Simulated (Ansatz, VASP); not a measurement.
Cr in VASP and in Ansatz

```
Cr
1.0
    -1.39425    1.39425    1.39425
     1.39425   -1.39425    1.39425
     1.39425    1.39425   -1.39425
Cr
1
Direct
  0.00000 0.00000 0.00000
```

Alike in both runs: task single point; functional LDA; k mesh 26 × 26 × 26; occupations fermi-dirac, width 0.1 eV; no spin polarisation.

|  | VASP | Ansatz |
| --- | --- | --- |
| version | VASP 6.6.1 | Ansatz 0.2.0 |
| potentials or method | VASP PAW LDA potentials, release 64 (Cr_pv) | plane waves (420 eV) with PAW, scalar-relativistic |
| plane-wave cutoff (eV) | 520 | 420 |
| valence electrons in the cell | 12 | 14 |

Ansatz gave:

- pressure (GPa): 0.1

Task: Which values does VASP return?

Result: Pressure (GPa): 0.2.

The two sets of potentials don't hold the same shells in valence. Ansatz warned: «pseudo_functional_mismatch».

Caveats: the run has no spin polarisation, though such a crystal can be magnetic. Spin polarisation is off, so any magnetic state and its effect on volume and gap are missing.
